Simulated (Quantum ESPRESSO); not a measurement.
# Ge (I4_1/amd) in Quantum ESPRESSO: further runs, part 2 of 2

Quantum ESPRESSO 7.5.

## (7) Single point, LDA, 18.89 Å³/atom

pw.in

```
&CONTROL
  calculation = 'scf'
  prefix = 'pwscf'
  outdir = './tmp'
  pseudo_dir = './pseudo'
  tstress = .true.
  disk_io = 'nowf'
/
&SYSTEM
  ibrav = 0
  nat = 2
  ntyp = 1
  ecutwfc = 45
  ecutrho = 360
  nbnd = 21
  occupations = 'smearing'
  smearing = 'fd'
  degauss = 0.00367493
/
&ELECTRONS
  conv_thr = 4d-10
  electron_maxstep = 120
  mixing_beta = 0.5
/
ATOMIC_SPECIES
Ge    72.6300 ge_lda_v1.4.uspp.F.UPF
CELL_PARAMETERS angstrom
  -2.5915398167    2.5915398167    1.4066673013
   2.5915398167   -2.5915398167    1.4066673013
   2.5915398167    2.5915398167   -1.4066673013
ATOMIC_POSITIONS crystal
Ge     0.5000000000    0.5000000000    0.0000000000
Ge     0.2500000000    0.7500000000    0.5000000000
K_POINTS automatic
11 11 11 0 0 0
```

On the command line:

```
> OMP_NUM_THREADS=1 mpirun -n 2 pw.x -nk 2 -in pw.in > pw.out
```

Run time: 25 s. Hardware: 2 MPI ranks of Intel Xeon at 2.70GHz, shared host; peak memory 0.26 GiB.

The run converged. Its results:

| Quantity | Value |
| --- | --- |
| Free energy | -5797.9769 eV |
| Pressure | -4.0 GPa |
| Band gap on the k mesh | none (metal or under the smearing width) |

## (8) Single point, LDA, 19.27 Å³/atom

Changes to pw.in since step 7:

```diff
@@ -27,5 +27,5 @@
 CELL_PARAMETERS angstrom
-  -2.5915398167    2.5915398167    1.4066673013
-   2.5915398167   -2.5915398167    1.4066673013
-   2.5915398167    2.5915398167   -1.4066673013
+  -2.6083684688    2.6083684688    1.4158017605
+   2.6083684688   -2.6083684688    1.4158017605
+   2.6083684688    2.6083684688   -1.4158017605
 ATOMIC_POSITIONS crystal
```

On the command line:

```
> OMP_NUM_THREADS=1 mpirun -n 2 pw.x -nk 2 -in pw.in > pw.out
```

Run time: 24 s. Hardware: 2 MPI ranks of Intel Xeon at 2.70GHz, shared host; peak memory 0.26 GiB.

It converged, with:

```yaml
Free_energy: -5797.9562 eV
Pressure: -5.2 GPa
Band_gap_on_the_k_mesh: none (metal or under the smearing width)
```

## (9) Single point, LDA, 19.64 Å³/atom

Changes to pw.in since step 8:

```diff
@@ -27,5 +27,5 @@
 CELL_PARAMETERS angstrom
-  -2.6083684688    2.6083684688    1.4158017605
-   2.6083684688   -2.6083684688    1.4158017605
-   2.6083684688    2.6083684688   -1.4158017605
+  -2.6249827287    2.6249827287    1.4248198492
+   2.6249827287   -2.6249827287    1.4248198492
+   2.6249827287    2.6249827287   -1.4248198492
 ATOMIC_POSITIONS crystal
```

Potentials or basis: GBRV 1.5 LDA.

On the command line:

```
> OMP_NUM_THREADS=1 mpirun -n 2 pw.x -nk 2 -in pw.in > pw.out
```

Wall time 33 s (2 MPI ranks of Intel Xeon at 2.70GHz, shared host); peak memory 0.26 GiB.

It converged, with:

```
Free energy            : -5797.9302 eV
Pressure               : -6.3 GPa
Band gap on the k mesh : none (metal or under the smearing width)
```

## (10) Equation of state, LDA

Potentials or basis: GBRV 1.5 LDA.

No new run: the results of the series are fitted here.

What came out:

```yaml
Equilibrium_volume: 17.94 Å³/atom
Bulk_modulus_at_fixed_shape_and_positions: 82 GPa
Pressure_derivative_of_the_bulk_modulus: 4.1
```

Energy against volume, from the lowest point:
```csv
volume (Å³/atom),energy (meV/atom)
17.413,3.83
17.783,0.00
18.154,0.29
18.524,4.26
18.895,11.58
19.265,21.91
19.636,34.92
```

Caveat: the cell was scaled at fixed shape and fractional positions, which overstates the stiffness of a crystal with free parameters, most of all of layers and chains.

## (11) Band structure, LDA

Changes to pw.in since step 9:

```diff
@@ -5,4 +5,5 @@
   pseudo_dir = './pseudo'
+  tprnfor = .true.
   tstress = .true.
-  disk_io = 'nowf'
+  disk_io = 'low'
 /
@@ -10,2 +11,3 @@
   ibrav = 0
+  celldm(1) = 8
   nat = 2
@@ -26,6 +28,6 @@
 Ge    72.6300 ge_lda_v1.4.uspp.F.UPF
-CELL_PARAMETERS angstrom
-  -2.6249827287    2.6249827287    1.4248198492
-   2.6249827287   -2.6249827287    1.4248198492
-   2.6249827287    2.6249827287   -1.4248198492
+CELL_PARAMETERS alat
+ -0.6081350599468   0.6081350599468   0.3300908973422
+  0.6081350599468  -0.6081350599468   0.3300908973422
+  0.6081350599468   0.6081350599468  -0.3300908973422
 ATOMIC_POSITIONS crystal
```

bands.in

```
&CONTROL
  calculation = 'bands'
  prefix = 'pwscf'
  outdir = './tmp'
  pseudo_dir = './pseudo'
  disk_io = 'low'
  verbosity = 'high'
/
&SYSTEM
  ibrav = 0
  celldm(1) = 8
  nat = 2
  ntyp = 1
  ecutwfc = 45
  ecutrho = 360
  nbnd = 21
  occupations = 'smearing'
  smearing = 'fd'
  degauss = 0.00367493
/
&ELECTRONS
  conv_thr = 1d-08
  electron_maxstep = 120
  mixing_beta = 0.5
  diago_full_acc = .true.
  startingwfc = 'random'
/
ATOMIC_SPECIES
Ge    72.6300 ge_lda_v1.4.uspp.F.UPF
CELL_PARAMETERS alat
 -0.6081350599468   0.6081350599468   0.3300908973422
  0.6081350599468  -0.6081350599468   0.3300908973422
  0.6081350599468   0.6081350599468  -0.3300908973422
ATOMIC_POSITIONS crystal
Ge     0.5000000000    0.5000000000    0.0000000000
Ge     0.2500000000    0.7500000000    0.5000000000
K_POINTS crystal
60
 0.0000000000  0.0000000000  0.0000000000 1
 0.0000000000  0.0000000000  0.1000000000 1
 0.0000000000  0.0000000000  0.2000000000 1
 0.0000000000  0.0000000000  0.3000000000 1
 0.0000000000  0.0000000000  0.4000000000 1
 0.0000000000  0.0000000000  0.5000000000 1
-0.1000000000  0.1000000000  0.5000000000 1
-0.2000000000  0.2000000000  0.5000000000 1
-0.3000000000  0.3000000000  0.5000000000 1
-0.4000000000  0.4000000000  0.5000000000 1
-0.5000000000  0.5000000000  0.5000000000 1
-0.4375000000  0.4375000000  0.4375000000 1
-0.3750000000  0.3750000000  0.3750000000 1
-0.3125000000  0.3125000000  0.3125000000 1
-0.2500000000  0.2500000000  0.2500000000 1
-0.1875000000  0.1875000000  0.1875000000 1
-0.1250000000  0.1250000000  0.1250000000 1
-0.0625000000  0.0625000000  0.0625000000 1
 0.0000000000  0.0000000000  0.0000000000 1
 0.0323655812  0.0323655812 -0.0323655812 1
 0.0647311624  0.0647311624 -0.0647311624 1
 0.0970967436  0.0970967436 -0.0970967436 1
 0.1294623248  0.1294623248 -0.1294623248 1
 0.1618279060  0.1618279060 -0.1618279060 1
 0.1941934872  0.1941934872 -0.1941934872 1
 0.2265590684  0.2265590684 -0.2265590684 1
 0.2589246496  0.2589246496 -0.2589246496 1
 0.2912902308  0.2912902308 -0.2912902308 1
 0.3236558120  0.3236558120 -0.3236558120 1
 0.3113798433  0.3113798433 -0.2280465100 1
 0.2991038746  0.2991038746 -0.1324372080 1
 0.2868279060  0.2868279060 -0.0368279060 1
 0.2745519373  0.2745519373  0.0587813960 1
 0.2622759687  0.2622759687  0.1543906980 1
 0.2500000000  0.2500000000  0.2500000000 1
 0.1875000000  0.3125000000  0.1875000000 1
 0.1250000000  0.3750000000  0.1250000000 1
 0.0625000000  0.4375000000  0.0625000000 1
 0.0000000000  0.5000000000  0.0000000000 1
-0.0647311624  0.5352688376  0.0647311624 1
-0.1294623248  0.5705376752  0.1294623248 1
-0.1941934872  0.6058065128  0.1941934872 1
-0.2589246496  0.6410753504  0.2589246496 1
-0.3236558120  0.6763441880  0.3236558120 1
-0.3530465100  0.6469534900  0.3530465100 1
-0.3824372080  0.6175627920  0.3824372080 1
-0.4118279060  0.5881720940  0.4118279060 1
-0.4412186040  0.5587813960  0.4412186040 1
-0.4706093020  0.5293906980  0.4706093020 1
-0.5000000000  0.5000000000  0.5000000000 1
 0.0000000000  0.0000000000  0.5000000000 1
 0.0277777778  0.0277777778  0.4722222222 1
 0.0555555556  0.0555555556  0.4444444444 1
 0.0833333333  0.0833333333  0.4166666667 1
 0.1111111111  0.1111111111  0.3888888889 1
 0.1388888889  0.1388888889  0.3611111111 1
 0.1666666667  0.1666666667  0.3333333333 1
 0.1944444444  0.1944444444  0.3055555556 1
 0.2222222222  0.2222222222  0.2777777778 1
 0.2500000000  0.2500000000  0.2500000000 1
```

On the command line:

```
> OMP_NUM_THREADS=1 mpirun -n 2 pw.x -nk 2 -in pw.in > pw.out
> OMP_NUM_THREADS=1 mpirun -n 2 pw.x -nk 2 -in bands.in > bands.out
```

It took 41 s on 2 MPI ranks of Intel Xeon at 2.70GHz, shared host; peak memory 0.26 GiB.

The run converged. Its results:

| Property | Result |
| --- | --- |
| Free energy | -5797.9915 eV |
| Pressure | -2.7 GPa |
| Band gap on the k mesh | none (metal or under the smearing width) |

Stress tensor (GPa, compression positive):
```
-2.55  0.00  0.00
 0.00 -2.55  0.00
 0.00  0.00 -2.86
```

Levels at the corners of the path, in eV from the Fermi level:
| point | band 10 | band 11 | band 12 | band 13 | band 14 | band 15 | band 16 | band 17 | band 18 | band 19 |
| --- | --- | --- | --- | --- | --- | --- | --- | --- | --- | --- |
| Γ | -24.48 | -13.32 | -4.19 | -2.33 | -2.33 | 3.36 | 7.51 | 7.51 | 8.05 | 8.24 |
| X | -24.56 | -10.59 | -10.59 | 0.61 | 0.61 | 1.88 | 1.88 | 7.46 | 7.46 | 11.44 |
| M | -24.60 | -8.93 | -8.93 | -5.87 | -5.87 | 6.13 | 6.13 | 10.86 | 10.86 | 15.35 |
| Γ | -24.48 | -13.32 | -4.19 | -2.33 | -2.33 | 3.36 | 7.51 | 7.51 | 8.05 | 8.24 |
| Z | -24.54 | -7.51 | -6.52 | -3.78 | -3.57 | -3.57 | 3.70 | 6.63 | 6.63 | 10.94 |
| P | -24.54 | -6.94 | -6.94 | -4.30 | -4.30 | 4.20 | 4.20 | 4.81 | 4.81 | 8.18 |
| N | -24.52 | -8.10 | -6.40 | -2.70 | -2.01 | -1.34 | 2.54 | 3.51 | 5.46 | 8.82 |
| Z1 | -24.54 | -7.51 | -6.52 | -3.78 | -3.57 | -3.57 | 3.70 | 6.63 | 6.63 | 10.94 |
| M | -24.60 | -8.93 | -8.93 | -5.87 | -5.87 | 6.13 | 6.13 | 10.86 | 10.86 | 15.35 |
| X | -24.56 | -10.59 | -10.59 | 0.61 | 0.61 | 1.88 | 1.88 | 7.46 | 7.46 | 11.44 |
| P | -24.54 | -6.94 | -6.94 | -4.30 | -4.30 | 4.20 | 4.20 | 4.81 | 4.81 | 8.18 |

## (12) The reference run

An earlier run on the cell as given: functional PBEsol; potentials or basis GBRV 1.5 PBEsol; cutoff 612 eV; density cutoff 4898 eV; k mesh 11 × 11 × 11; occupations fermi-dirac, width 0.05 eV; no spin polarisation.

* Pressure: -0.8 GPa
* Band gap on the k mesh: none (metal or under the smearing width)

## (13) Summary

| task | level | potentials or basis | form of the LDA correlation | gap on the mesh (eV) | pressure (GPa) |
| --- | --- | --- | --- | --- | --- |
| band structure | PBEsol | GBRV 1.5 PBEsol | - | none | -0.8 |
| equation of state | LDA | GBRV 1.5 LDA | PZ81 | - | - |
| band structure | LDA | GBRV 1.5 LDA | PZ81 | none | -2.7 |
| single point | PBEsol | GBRV 1.5 PBEsol | - | none | -0.8 |

Alike in all rows: no spin polarisation; cell as given; k mesh 11 × 11 × 11; cutoff (eV) 612; smearing fermi-dirac 0.05 eV.

Caveats: the cell was scaled at fixed shape and fractional positions, which overstates the stiffness of a crystal with free parameters, most of all of layers and chains (some runs).

Absolute energies hang on the potentials; compare differences alone.
